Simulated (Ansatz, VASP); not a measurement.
# Two plane-wave programs on Ga

```
Ga
1.0
     1.44663   -2.51131    0.00000
     1.44663    2.51131    0.00000
     0.00000    0.00000    2.75161
Ga
1
Cartesian
  1.4466 0.0000 0.0000
```

Alike in both runs: functional PBE; k mesh 22 × 22 × 20; occupations gaussian, width 0.1 eV; no spin polarisation.

Ansatz relaxed the structure, and its values are those at the end. VASP's run is a single point on that final structure, the one shown.

|  | VASP | Ansatz |
| --- | --- | --- |
| version | VASP 6.6.1 | Ansatz 0.2.0 |
| potentials or method | VASP PAW PBE potentials, release 64 (Ga_d) | scalar-relativistic, plane waves, PAW |
| plane-wave cutoff (eV) | 520 | 420 |
| valence electrons in the cell | 13 | 13 |

|  | VASP | Ansatz | Ansatz less VASP |
| --- | --- | --- | --- |
| gap on the k mesh at the Fermi level (eV) | none | none | - |
| pressure (GPa) | -1.1 | -1.2 | -0.14 |

A gap of «none» marks a metal or a gap that the smearing closes.
